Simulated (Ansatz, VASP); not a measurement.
One calculation of Mo, two programs

```
CELL_PARAMETERS angstrom
0.00000 2.24492 1.78067
2.24492 0.00000 1.78067
2.24492 2.24492 0.00000
ATOMIC_POSITIONS crystal
Mo 0.00000 0.00000 0.00000
```

Alike in both runs: task single point; functional PBE; k mesh 22 × 22 × 22; occupations gaussian, width 0.15 eV; no spin polarisation.

|  | VASP | Ansatz |
| --- | --- | --- |
| version | VASP 6.6.1 | Ansatz 0.2.0 |
| potentials or method | VASP PAW PBE potentials, release 64 (Mo_sv) | scalar-relativistic, plane waves, PAW |
| plane-wave cutoff (eV) | 520 | 420 |
| valence electrons in the cell | 14 | 14 |

Ansatz gave:

```
gap on the k mesh at the Fermi level (eV)       : none
pressure (GPa)                                  : -24.0
largest component of the traceless stress (GPa) : 13.88
```

Task: What did VASP give for the same quantities?

Result: gap on the k mesh at the Fermi level (eV): none; pressure (GPa): -23.6; largest component of the traceless stress (GPa): 13.87.

A gap of «none» marks a metal or a gap that the smearing closes.

Caveats: so large a pressure means that the cell lies far from this level's equilibrium, or that cutoff or potentials fall short (VASP).
